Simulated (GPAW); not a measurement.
## Sn: Fermi surface with AM05

Sn:

```
Sn
1.0
    -1.72654    1.77555    2.33834
     1.72654   -1.77555    2.33834
     1.72654    1.77555   -2.33834
Sn
1
Cartesian
  0.0000 0.0000 0.0000
```

This isn't the form of Sn at room conditions, which is tetragonal (white tin).

- Program: GPAW 26.7.0
- Task: Fermi surface
- Functional: AM05
- Potentials or basis: PAW data sets generated in the run's folder for this functional
- Cutoff: 600 eV
- Basis: pw
- k mesh: 11 × 11 × 11
- Occupations: fermi-dirac, width 0.05 eV
- Spin: no spin polarisation
- Maxiter: 150
- Fermi k mesh: 18 × 18 × 18

```
Pressure               : -3.8 GPa
Band gap on the k mesh : none (metal or under the smearing width)
```

Stress tensor (GPa, compression positive):
```
-3.18  0.00  0.00
 0.00 -4.83  0.00
 0.00  0.00 -3.46
```

Levels at points of the mesh, in eV from the Fermi level:
```csv
k point,band 4,band 5,band 6,band 7,band 8,band 9,band 10
"(0.00, 0.00, 0.00)",-21.44,-21.40,-10.75,7.04,7.18,7.59,10.64
```

It took 74 s on 1 thread of INTEL(R) XEON(R) PLATINUM 8581C CPU @ 2.30GHz (Emerald Rapids), with other jobs on the host, peak memory 0.56 GiB.
